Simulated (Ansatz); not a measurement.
CuI (Marshite):

```xyz
2
Lattice="0.0000 3.0315 3.0315 3.0315 0.0000 3.0315 3.0315 3.0315 0.0000" Properties=species:S:1:pos:R:3 pbc="T T T"
I     0.0000    0.0000    0.0000
Cu    4.5473    4.5473    4.5473
```

```yaml
Program: Ansatz 0.2.0
Task: relaxation of cell and atoms
Functional: RPBE
Dispersion: D4
Potentials_or_basis: all-electron LAPW, scalar-relativistic
Basis_error_allowed: 0.001 eV/atom
k_mesh: 8 × 8 × 8
Occupations: fermi-dirac, width 0.05 eV
Spin: no spin polarisation
```

At the start: volume 27.86 Å³/atom.

Task: How do energy, volume and symmetry change on relaxing?

Result: Over 4 steps the energy falls by 10.9 meV/atom and the volume is 26.35 Å³/atom (-5.4 %); space group F-43m (No. 216, to 0.05 Å).

The path:
```tsv
step	energy change (eV)	largest force (eV/Å)	volume (Å³)
1	0.0000	0.0000	55.72
2	-0.0216	0.0000	52.89
3	-0.0217	0.0000	52.70
4	-0.0217	0.0000	52.70
```

Final structure:
```
CELL_PARAMETERS angstrom
0.00000 2.97574 2.97574
2.97574 0.00000 2.97574
2.97574 2.97574 0.00000
ATOMIC_POSITIONS crystal
I 0.00000 0.00000 0.00000
Cu 0.75000 0.75000 0.75000
```
